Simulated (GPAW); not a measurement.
# MgB2: band structure with r2SCAN

Crystal: MgB2.

```
CELL_PARAMETERS angstrom
3.08500 0.00000 0.00000
-1.54250 2.67169 0.00000
0.00000 0.00000 3.52300
ATOMIC_POSITIONS crystal
Mg 0.00000 0.00000 0.00000
B 0.66667 0.33333 0.50000
B 0.33333 0.66667 0.50000
```

```json
{"Program": "GPAW 26.7.0", "Task": "band structure", "Functional": "r2SCAN", "Potentials or basis": "GPAW PAW data sets (gpaw-data 1.2.1)", "Cutoff": "800 eV", "Basis": "pw", "k mesh": "10 × 10 × 8", "Occupations": "fermi-dirac, width 0.05 eV", "Spin": "no spin polarisation", "Maxiter": "150", "Band path": "GMKGALHA,LM,KH", "Band points": "100"}
```

```
Pressure                : -2.0 GPa
Band gap along the path : none (metal or under the smearing width)
```

Stress tensor (GPa, compression positive):
```
-2.10  0.00  0.00
 0.00 -2.10  0.00
 0.00  0.00 -1.79
```

Levels at the corners of the path, in eV from the Fermi level:
```tsv
point	band 5	band 6	band 7	band 8	band 9	band 10	band 11
Γ	-13.25	-3.16	0.35	0.35	1.95	6.59	6.59
M	-9.21	-8.31	-2.35	0.16	3.25	4.08	5.74
K	-7.85	-7.85	-6.12	1.85	1.85	6.62	6.62
Γ	-13.25	-3.16	0.35	0.35	1.95	6.59	6.59
A	-11.97	-7.76	0.75	0.75	6.90	6.90	8.52
L	-8.22	-7.40	-3.78	-2.05	-1.26	5.98	9.49
H	-6.94	-6.94	-5.46	-2.13	-2.13	4.15	12.53
A	-11.97	-7.76	0.75	0.75	6.90	6.90	8.52
L	-8.22	-7.40	-3.78	-2.05	-1.26	5.98	9.49
M	-9.21	-8.31	-2.35	0.16	3.25	4.08	5.74
K	-7.85	-7.85	-6.12	1.85	1.85	6.62	6.62
H	-6.94	-6.94	-5.46	-2.13	-2.13	4.15	12.53
```

Run time: 3 min on 1 thread of Intel(R) Xeon(R) Processor @ 2.70GHz, on a shared host, peak memory 0.35 GiB.

Caveat: the PAW data sets were made with another functional, which shifts forces and pressure a little.
